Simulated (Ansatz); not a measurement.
## Al2Pt: reading a single point

```
Pt Al
1.0
     0.00232    3.06096    3.06142
     3.06441    0.00577    3.05797
     3.07257    3.06568   -0.00239
Pt Al
1 2
Cartesian
  0.1559 0.0429 0.1645
  1.4768 1.4946 1.6520
  4.6505 4.4259 4.5689
```

Single point in Ansatz 0.2.0 with BLYP, no spin polarisation. Cutoff 420 eV, PAW datasets, 5×5×5 (shifted by 0.5, 0.5, 0.5 steps) k mesh, fermi-dirac filling (width 0.0912 eV).

Give the Bader charges.

Bader charges in e: Al +1.60, Pt -3.20. In the mean Al gives up most and Pt takes most.

Is the cell too large or too small?

The pressure is -3.0 GPa (compression positive), so with the atoms held at these fractions the cell would first shrink; the forces are large, so a full relaxation may end otherwise. The principal stresses -5.1, -3.6, -0.3 GPa differ, so its shape would change too.

Metal or insulator?

It is a metal, with about 1.5 states/eV a cell as the mean within 0.25 eV of the Fermi level, mostly Al p (66 %) and Pt d (17 %).

Which atom feels the largest force, and which way?

The largest is on Pt1: 1.08 eV/Å, components (-0.50, -0.73, -0.62). It makes 173° with the line to a nearest neighbour, Al2 at 2.46 Å, pointing away from it.

Origin: a strained cell with displaced atoms, so it need not be a known compound. Caveats: the k mesh is coarse if the cell is a metal; forces of this functional can be a tenth off on these datasets.
